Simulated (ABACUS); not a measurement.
# InAs (F-43m) in ABACUS: further runs

One crystal, InAs, is run at these levels: AM05; tasks: band structure, equation of state.

Everything below comes from runs of ABACUS 3.10.1. Logs are shortened: lines on timing, memory, paths and dates and some standing lists are left out, and cuts for length are marked.

## 1. The structure

Symmetry: F-43m, No. 216, cubic system. The conventional cell has a = 6.036 Å, b = 6.036 Å, c = 6.036 Å, α = 90.00°, β = 90.00°, γ = 90.00°. In (site symmetry -43m) has 4 As at 2.61 Å as nearest neighbours. As (site symmetry -43m) is surrounded by 4 In at 2.61 Å.

## 2. Band structure, AM05

The input, INPUT:

```
INPUT_PARAMETERS
suffix              InAs
calculation         nscf
basis_type          pw
pseudo_dir          ./
symmetry            -1
dft_functional      GGA_X_AM05+GGA_C_AM05
ecutwfc             105.0
pseudo_rcut         10
nspin               1
nbands              33
ks_solver           dav
smearing_method     fd
smearing_sigma      0.00367493
scf_thr             1e-08
scf_nmax            100
mixing_type         broyden
mixing_beta         0.7
init_chg            file
pw_diag_thr         1e-07
out_band            1
kpar                4
```

The input, STRU:

```
ATOMIC_SPECIES
In 114.8180 In.upf
As 74.9216 As.upf

LATTICE_CONSTANT
1.8897261246

LATTICE_VECTORS
-3.0180000000 0.0000000000 3.0180000000
0.0000000000 3.0180000000 3.0180000000
-3.0180000000 3.0180000000 0.0000000000

ATOMIC_POSITIONS
Direct

In
0.0
1
0.0000000000 0.0000000000 0.0000000000 1 1 1

As
0.0
1
0.2500000000 0.2500000000 0.2500000000 1 1 1
```

The input, KPT:

```
K_POINTS
12
Line
0.00000000 0.00000000 0.00000000 10 // G
0.50000000 0.00000000 0.50000000 10 // X
0.50000000 0.25000000 0.75000000 10 // W
0.37500000 0.37500000 0.75000000 10 // K
0.00000000 0.00000000 0.00000000 10 // G
0.50000000 0.50000000 0.50000000 10 // L
0.62500000 0.25000000 0.62500000 10 // U
0.50000000 0.25000000 0.75000000 10 // W
0.50000000 0.50000000 0.50000000 10 // L
0.37500000 0.37500000 0.75000000 1 // K
0.62500000 0.25000000 0.62500000 10 // U
0.50000000 0.00000000 0.50000000 1 // X
```

Potentials or basis: PseudoDojo NC SR 0.5 PBE stringent, plane waves.

Command:

```sh
> OMP_NUM_THREADS=1 mpirun -np 4 abacus > log
```

running log:

```text
ABACUS v3.10.1

               Atomic-orbital Based Ab-initio Computation at UStc

 ------------------------------------------------------------------------------------

 READING GENERAL INFORMATION
                           global_out_dir = OUT.InAs/
                           global_in_card = INPUT
                               pseudo_dir = ./
                              orbital_dir =
                                    DSIZE = 4
                                    GSIZE = 1
[... 5 lines left out ...]

 READING ATOM TYPE 1
                               atom label = In
                      L=0, number of zeta = 1
                      L=1, number of zeta = 1
                      L=2, number of zeta = 1
             number of atom for this type = 1

 READING ATOM TYPE 2
                               atom label = As
                      L=0, number of zeta = 1
                      L=1, number of zeta = 1
                      L=2, number of zeta = 1
             number of atom for this type = 1

                        TOTAL ATOM NUMBER = 2
DIRECT COORDINATES
    atom                   x                   y                   z     mag                  vx                  vy                  vz
taud_In1            0.0000000000        0.0000000000        0.0000000000  0.0000        0.0000000000        0.0000000000        0.0000000000
taud_As1            0.2500000000        0.2500000000        0.2500000000  0.0000        0.0000000000        0.0000000000        0.0000000000

                          Volume (Bohr^3) = 371.009
                             Volume (A^3) = 54.9778

 Lattice vectors: (Cartesian coordinate: in unit of a_0)
               -3.018                  +0              +3.018
                   +0              +3.018              +3.018
               -3.018              +3.018                  +0
 Reciprocal vectors: (Cartesian coordinate: in unit of 2 pi/a_0)
            -0.165673           -0.165673           +0.165673
            +0.165673           +0.165673           +0.165673
            -0.165673           +0.165673           -0.165673
 The esolver type has been set to : ksdft_pw

                PAO radial cut off (Bohr) = 10

 Read in pseudopotential file is In.upf
                     pseudopotential type = NC
          exchange-correlation functional = PBE
                 nonlocal core correction = 1
                        valence electrons = 21
                                     lmax = 2
                           number of zeta = 5
                     number of projectors = 6
                           L of projector = 0
                           L of projector = 0
                           L of projector = 1
                           L of projector = 1
                           L of projector = 2
                           L of projector = 2
 XC functional updated to : GGA_X_AM05+GGA_C_AM05
          exchange-correlation functional = GGA_X_AM05+GGA_C_AM05
                PAO radial cut off (Bohr) = 10

 Read in pseudopotential file is As.upf
                     pseudopotential type = NC
          exchange-correlation functional = PBE
                 nonlocal core correction = 1
                        valence electrons = 23
                                     lmax = 2
                           number of zeta = 5
                     number of projectors = 6
                           L of projector = 0
                           L of projector = 0
                           L of projector = 1
                           L of projector = 1
[... 101 lines left out ...]

 PARALLEL PW FOR WAVE FUNCTIONS
     PROC   COLUMNS(POT)             PW
        1            517           7991
 --------------- sum -------------------
        1            517           7991

 SETUP NONLOCAL PSEUDOPOTENTIALS IN PLANE WAVE BASIS
 In non-local projectors:
 projector 1 L=0
 projector 2 L=0
 projector 3 L=1
 projector 4 L=1
 projector 5 L=2
 projector 6 L=2
 As non-local projectors:
 projector 1 L=0
 projector 2 L=0
 projector 3 L=1
 projector 4 L=1
 projector 5 L=2
 projector 6 L=2
      TOTAL NUMBER OF NONLOCAL PROJECTORS = 36

 Init Non-Local PseudoPotential table :
 Init Non-Local-Pseudopotential done.

                                     npwx = 6782

 Make real space PAO into reciprocal space.
       max mesh points in Pseudopotential = 1001
     dq(describe PAO in reciprocal space) = 0.01
                                    max q = 1234

 number of pseudo atomic orbitals for In is 5
WARNING: norm of atomic wavefunction # 4 of atomic type In is 0.999992, renormalized
WARNING: norm of atomic wavefunction # 5 of atomic type In is 0.998067, renormalized

 number of pseudo atomic orbitals for As is 5
WARNING: norm of atomic wavefunction # 5 of atomic type As is 0.99996, renormalized

 -------------------------------------------
 NONSELF-CONSISTENT
 -------------------------------------------
                                 init_chg = file
 try to read charge from file
 Read in the charge density: OUT.InAs//InAs-CHARGE-DENSITY.restart

 PW ALGORITHM --------------- ION=   1  ELEC=   1--------------------------------

 k(1/102) Iter steps (avg)=9 threshold=1e-07

 k(2/102) Iter steps (avg)=9 threshold=1e-07
 k(3/102) Iter steps (avg)=9 threshold=1e-07
 k(4/102) Iter steps (avg)=10 threshold=1e-07
 k(5/102) Iter steps (avg)=15 threshold=1e-07
 k(6/102) Iter steps (avg)=11 threshold=1e-07
 k(7/102) Iter steps (avg)=10 threshold=1e-07
 k(8/102) Iter steps (avg)=12 threshold=1e-07
 k(9/102) Iter steps (avg)=13 threshold=1e-07
[... 4 lines left out ...]
 k(12/102) Iter steps (avg)=14 threshold=1e-07
 k(13/102) Iter steps (avg)=12 threshold=1e-07
 k(14/102) Iter steps (avg)=12 threshold=1e-07
 k(15/102) Iter steps (avg)=12 threshold=1e-07
 k(16/102) Iter steps (avg)=13 threshold=1e-07
 k(17/102) Iter steps (avg)=15 threshold=1e-07
 k(18/102) Iter steps (avg)=13 threshold=1e-07
 k(19/102) Iter steps (avg)=13 threshold=1e-07
 k(20/102) Iter steps (avg)=14 threshold=1e-07
 k(21/102) Iter steps (avg)=14 threshold=1e-07
 k(22/102) Iter steps (avg)=15 threshold=1e-07
 k(23/102) Iter steps (avg)=14 threshold=1e-07
 k(24/102) Iter steps (avg)=12 threshold=1e-07
 k(25/102) Iter steps (avg)=12 threshold=1e-07
 k(26/102) Iter steps (avg)=11 threshold=1e-07
[... levels at 26 k points of this process ...]

 Density error is 0.00000000000
                          Error Threshold = 1.00000000000e-07
----------------------------------------------------------
     Energy           Rydberg                 eV
----------------------------------------------------------
 E_KohnSham     -1007.9533313620     -13713.9086246058
 E_KS(sigma->0) -1007.9531367920     -13713.9059773446
 E_Harris       -1007.9533313620     -13713.9086246058
 E_band         -140.7507296854      -1915.0119213789
 E_one_elec     -849.4985007903      -11558.0200532054
 E_Hartree      409.2796010024       5568.5346487995
 E_xc           -109.9215545557      -1495.5594749753
 E_Ewald        -457.8124878784      -6228.8584507021
 E_entropy(-TS) -0.0003891401        -0.0052945224
 E_descf        0.0000000000         0.0000000000
 E_exx          0.0000000000         0.0000000000
 E_Fermi        0.7087213832         9.6426491059
----------------------------------------------------------

 charge density convergence is achieved
 final etot is -13713.908625 eV
 EFERMI = 9.6426491059 eV

 STATE ENERGY(eV) AND OCCUPATIONS    NSPIN == 1
 1/26 kpoint (Cartesian) = 0.0000 0.0000 0.0000 (6735 pws)
       1       -174.809      0.0196078
       2       -118.132      0.0196078
       3       -118.132      0.0196078
       4       -118.132      0.0196078
       5       -105.552      0.0196078
       6       -64.0613      0.0196078
[... 200 lines left out ...]
      32        22.6295        0.00000
      33        26.2685        0.00000

[... levels at 20 further k points ...]

 --------------------------------------------
 !FINAL_ETOT_IS -13713.90862460585 eV
 --------------------------------------------

 Output bands in file: OUT.InAs/BANDS_1.dat
```

stdout:

```text
ABACUS v3.10.1

               Atomic-orbital Based Ab-initio Computation at UStc

 dft_functional readin is: GGA_X_AM05+GGA_C_AM05
 dft_functional in pseudopot file is: PBE
[... 23 lines left out ...]
 ELEMENT NATOM       XC
 In      1
 As      1
 ---------------------------------------------------------
 Initial plane wave basis and FFT box
 ---------------------------------------------------------
 -------------------------------------------
 NONSELF-CONSISTENT :
 -------------------------------------------
 START CHARGE      : file
 ITER       ETOT/eV          EDIFF/eV         DRHO     TIME/s
 DA1     -1.37139086e+04   0.00000000e+00   0.0000e+00  21.95
```

Wall time 23 s (4 MPI ranks of Intel Xeon Platinum 8488C (Sapphire Rapids), shared host); peak memory 0.88 GiB.

Levels at the corners of the path, in eV from the Fermi level:
| point | band 20 | band 21 | band 22 | band 23 | band 24 | band 25 |
| --- | --- | --- | --- | --- | --- | --- |
| Γ | -0.26 | -0.04 | -0.04 | -0.04 | 3.87 | 3.87 |
| X | -5.92 | -2.38 | -2.38 | 1.52 | 2.03 | 9.20 |
| W | -5.78 | -3.01 | -2.93 | 4.19 | 4.29 | 4.97 |
| K | -5.79 | -3.33 | -2.00 | 2.08 | 4.26 | 7.30 |
| Γ | -0.26 | -0.04 | -0.04 | -0.04 | 3.87 | 3.87 |
| L | -5.84 | -1.04 | -1.04 | 0.91 | 4.65 | 4.65 |
| U | -5.79 | -3.33 | -2.00 | 2.08 | 4.26 | 7.30 |
| W | -5.78 | -3.01 | -2.93 | 4.19 | 4.29 | 4.97 |
| L | -5.84 | -1.04 | -1.04 | 0.91 | 4.65 | 4.65 |
| K | -5.79 | -3.33 | -2.00 | 2.08 | 4.26 | 7.30 |
| U | -5.79 | -3.33 | -2.00 | 2.08 | 4.26 | 7.30 |
| X | -5.92 | -2.38 | -2.38 | 1.52 | 2.03 | 9.20 |

Caveat: the density is read from an earlier self-consistent run, whose mesh may be coarse; the potentials were made for another functional, which shifts forces and pressure; spin-orbit coupling is left out, which moves the levels of the heavy elements.

## 3. Equation of state, AM05, 25.84 Å³/atom (volume scaled by 0.94)

The input, run_abacus.py:

```python
"""ABACUS run from a structure file: ASE reads it, the script writes STRU, KPT and INPUT."""
import re
import subprocess
from ase.io import read
from ase.units import Bohr

atoms = read("InAs.cif")
atoms = atoms[(-atoms.numbers).argsort(kind="stable")]  # ABACUS lists atoms element by element
pseudo = {'In': 'In.upf', 'As': 'As.upf'}
orbital = {}
magmoms = None
kmesh = [6, 6, 6]
params = {
    'suffix': 'InAs',
    'calculation': 'scf',
    'basis_type': 'pw',
    'pseudo_dir': './',
    'symmetry': 1,
    'dft_functional': 'GGA_X_AM05+GGA_C_AM05',
    'ecutwfc': 105,
    'pseudo_rcut': 10,
    'nspin': 1,
    'nbands': 27,
    'ks_solver': 'dav',
    'smearing_method': 'fd',
    'smearing_sigma': 0.00367493,
    'scf_thr': 1e-08,
    'scf_nmax': 100,
    'mixing_type': 'broyden',
    'mixing_beta': 0.7,
    'cal_force': 1,
    'cal_stress': 1,
    'kpar': 4,
}

symbols = atoms.get_chemical_symbols()
elements = list(dict.fromkeys(symbols))
lines = ["ATOMIC_SPECIES"] + [f"{e} {atoms.get_masses()[symbols.index(e)]:.4f} {pseudo[e]}" for e in elements]
if orbital:
    lines += ["", "NUMERICAL_ORBITAL"] + [orbital[e] for e in elements]
lines += ["", "LATTICE_CONSTANT", f"{1 / Bohr:.10f}", "", "LATTICE_VECTORS"]
lines += [" ".join(f"{x:.10f}" for x in v) for v in atoms.cell]
lines += ["", "ATOMIC_POSITIONS", "Direct"]
for e in elements:
    lines += ["", e, "0.0", str(symbols.count(e))]
    for i, p in enumerate(atoms.get_scaled_positions(wrap=False)):
        if symbols[i] == e:
            mag = "" if magmoms is None else " mag " + " ".join(str(x) for x in (magmoms[i] if isinstance(magmoms[i], list) else [magmoms[i]]))
            lines.append(" ".join(f"{x:.10f}" for x in p) + " 1 1 1" + mag)
open("STRU", "w").write("\n".join(lines) + "\n")
open("KPT", "w").write("K_POINTS\n0\nGamma\n%d %d %d 0 0 0\n" % tuple(kmesh))
open("INPUT", "w").write("INPUT_PARAMETERS\n" + "".join(f"{k:<20s}{v}\n" for k, v in params.items()))

done = subprocess.run(['mpirun', '-np', '4', 'abacus'])
if done.returncode:
    raise SystemExit(done.returncode)
log = open("OUT.InAs/running_scf.log").read()
print("final energy (eV):", re.findall(r"FINAL_ETOT_IS (\S+)", log))
```

The input, InAs.cif:

```cif
data_InAs
_cell_length_a 4.18096807
_cell_length_b 4.18096807
_cell_length_c 4.18096807
_cell_angle_alpha 60.00000000
_cell_angle_beta 60.00000000
_cell_angle_gamma 60.00000000
_space_group_name_H-M_alt 'P1'
_space_group_name_Hall 'P 1'
_space_group_IT_number 1
loop_
_space_group_symop_operation_xyz
'x,y,z'
loop_
_atom_site_label
_atom_site_type_symbol
_atom_site_symmetry_multiplicity
_atom_site_Wyckoff_symbol
_atom_site_fract_x
_atom_site_fract_y
_atom_site_fract_z
_atom_site_occupancy
In1 In 1 a 0.0000000000 0.0000000000 0.0000000000 1
As1 As 1 a 0.7500000000 0.7500000000 0.7500000000 1
```

Potentials or basis: PseudoDojo NC SR 0.5 PBE stringent, plane waves.

Command:

```sh
> OMP_NUM_THREADS=1 python run_abacus.py > log
```

It took 11 s on 4 MPI ranks of Intel Xeon Platinum 8488C (Sapphire Rapids), shared host; peak memory 0.56 GiB.

It converged, with:

```yaml
Free_energy: -13713.6191 eV
Pressure: 6.4 GPa
Band_gap_on_the_k_mesh: 0.10 eV, direct
```

Caveat: the potentials were made for another functional, which shifts forces and pressure; spin-orbit coupling is left out, which moves the levels of the heavy elements.

## 4. Equation of state, AM05, 26.94 Å³/atom (volume scaled by 0.98)

run_abacus.py is that of step 3.

Changes to InAs.cif since step 3:

```diff
@@ -1,5 +1,5 @@
 data_InAs
-_cell_length_a 4.18096807
-_cell_length_b 4.18096807
-_cell_length_c 4.18096807
+_cell_length_a 4.23945072
+_cell_length_b 4.23945072
+_cell_length_c 4.23945072
 _cell_angle_alpha 60.00000000
```

Command:

```sh
> OMP_NUM_THREADS=1 python run_abacus.py > log
```

Run time: 11 s. Hardware: 4 MPI ranks of Intel Xeon Platinum 8488C (Sapphire Rapids), shared host; peak memory 0.56 GiB.

Results (log left out):

* Free energy: -13713.6846 eV
* Pressure: 3.3 GPa
* Band gap on the k mesh: none (metal or under the smearing width)

Caveat: the potentials were made for another functional, which shifts forces and pressure.

## 5. Equation of state, AM05, 28.04 Å³/atom (volume scaled by 1.02)

run_abacus.py is that of step 4.

Changes to InAs.cif since step 4:

```diff
@@ -1,5 +1,5 @@
 data_InAs
-_cell_length_a 4.23945072
-_cell_length_b 4.23945072
-_cell_length_c 4.23945072
+_cell_length_a 4.29636290
+_cell_length_b 4.29636290
+_cell_length_c 4.29636290
 _cell_angle_alpha 60.00000000
```

Command:

```sh
> OMP_NUM_THREADS=1 python run_abacus.py > log
```

Run time: 11 s. Hardware: 4 MPI ranks of Intel Xeon Platinum 8488C (Sapphire Rapids), shared host; peak memory 0.6 GiB.

The run converged. Its results:

- Free energy: -13713.7121 eV
- Pressure: 0.8 GPa
- Band gap on the k mesh: none (metal or under the smearing width)

Caveat: the potentials were made for another functional, which shifts forces and pressure.

## 6. Equation of state, AM05, 29.14 Å³/atom (volume scaled by 1.06)

run_abacus.py is that of step 5.

Changes to InAs.cif since step 5:

```diff
@@ -1,5 +1,5 @@
 data_InAs
-_cell_length_a 4.29636290
-_cell_length_b 4.29636290
-_cell_length_c 4.29636290
+_cell_length_a 4.35180595
+_cell_length_b 4.35180595
+_cell_length_c 4.35180595
 _cell_angle_alpha 60.00000000
```

Potentials or basis: PseudoDojo NC SR 0.5 PBE stringent, plane waves.

Command:

```sh
> OMP_NUM_THREADS=1 python run_abacus.py > log
```

Run time: 11 s. Hardware: 4 MPI ranks of Intel Xeon Platinum 8488C (Sapphire Rapids), shared host; peak memory 0.6 GiB.

Results (log left out):

```yaml
Free_energy: -13713.7090 eV
Pressure: -1.2 GPa
Band_gap_on_the_k_mesh: none (metal or under the smearing width)
```

Caveat: the potentials were made for another functional, which shifts forces and pressure.

## 7. Equation of state, AM05

No new run: the results of the series are fitted here.

Results:

```yaml
Equilibrium_volume: 28.45 Å³/atom
Bulk_modulus: 53 GPa
Pressure_derivative_of_the_bulk_modulus: "4.5 (rough: it moves with the points fitted)"
```

Energy against volume, from the lowest point:
| volume (Å³/atom) | energy (meV/atom) |
| --- | --- |
| 25.840 | 46.53 |
| 26.939 | 13.77 |
| 28.039 | 0.00 |
| 29.138 | 1.57 |

Caveat: the potentials were made for another functional, which shifts forces and pressure.
